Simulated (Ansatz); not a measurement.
# One structure, 3 elements: SnO2, SnS2, SnSe2

Plane-wave DFT in Ansatz with scalar-relativistic PAW potentials, cutoff 500 eV, Γ-centred meshes chosen by cell and gap, Gaussian smearing with energies taken to zero width. Every cell was relaxed (cell and atoms) in a run of its own, within the symmetry of its start. Functional: r2SCAN.

All members share space group P-3m1 and the same sites; only the element on one set of sites changes (O, S, Se). Members needn't be the stable form of their composition. Energies over the elements, where given, are against the elements' standard states in the same functional (H₂, N₂, O₂ and halogens uncorrected, Hg as a solid). The first member:

Space group P-3m1 (No. 164). a = 3.192 Å, b = 3.192 Å, c = 4.749 Å, α = 90.00°, β = 90.00°, γ = 120.00°
```
atom site symmetry x y z
  Sn    1a      -3m.  0.0000  0.0000  0.0000
   O    2d       3m.  0.3333  0.6667  0.2084
```

```tsv
compound	V (Å³/atom)	a (Å)	c (Å)	gap on mesh (eV)	energy over elements (eV/atom)
SnO2	13.97	3.192	4.749	2.76	-1.644
SnSe2	27.78	3.841	6.525	1.04	-0.427
```

Task: Predict the member with S.

Result: V (Å³/atom) 24.44, a (Å) 3.673, c (Å) 6.275, gap on mesh (eV) 1.90, energy over elements (eV/atom) -0.492. Interpolating linearly in period between O and Se would give 20.87 Å³/atom (14.6 % too small) and a gap of 1.90 eV, with -1.035 eV/atom over the elements. Over the whole series the volume grows at each step down the group; the gap narrows; binding against the elements weakens. Less electronegative, larger anions gain less from charge transfer and lattice energy, in line with the weaker binding.

Each cell of SnO2, SnS2, SnSe2 holds layers, and where no dispersion correction was added their binding is poorly described.